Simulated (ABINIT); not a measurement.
A run of ABINIT 10.8.3 (patched build) is set up as follows.

run.abi

```
# Pseudopotentials
pp_dirpath "./"
pseudos "W.upf, S.upf"

# Structure
acell 12.1459563582 12.1459563582 12.1459563582
rprim
     0.2456683906     0.1418367115     0.9589209504
    -0.2456683906     0.1418367115     0.9589209504
     0.0000000000    -0.2836734229     0.9589209504
ntypat 2
znucl 74 16
natom 3
typat 1 2 2
xred
     0.0000000000     0.0000000000     0.0000000000
     0.5810000000     0.5810000000     0.5810000000
     0.7503000000     0.7503000000     0.7503000000

# Plane-wave basis
ecut 843.552974 eV

# k points
kptopt 1
ngkpt 8 8 8
nshiftk 1
shiftk 0.0 0.0 0.0

# Exchange and correlation
ixc -116133

# Bands and occupations
nband 17
occopt 3
tsmear 0.05 eV

# SCF cycle
nstep 100
tolvrs 1.0e-10

# Output
iomode 3
prtwf 0
prtden 0
prteig 0
prtebands 0
```

Potentials or basis: PseudoDojo NC SR PBEsol v0.4.1 standard.

Command:

```console
$ abinit run.abi > log 2>&1
```

Predict the pressure.

-0.7 GPa.

What does it give for the band gap on the k mesh?

1.12 eV, indirect (least direct gap 2.29 eV).

Predict the largest force.

0.599 eV/Å.

Stress tensor (GPa, compression positive):
```
-1.00  0.00  0.00
 0.00 -1.00  0.00
 0.00  0.00  0.02
```

Caveat: the cutoff is short for stress, so the pressure is rough; spin-orbit coupling is left out, which moves the levels of the heavy elements. A k mesh can miss the band edges.
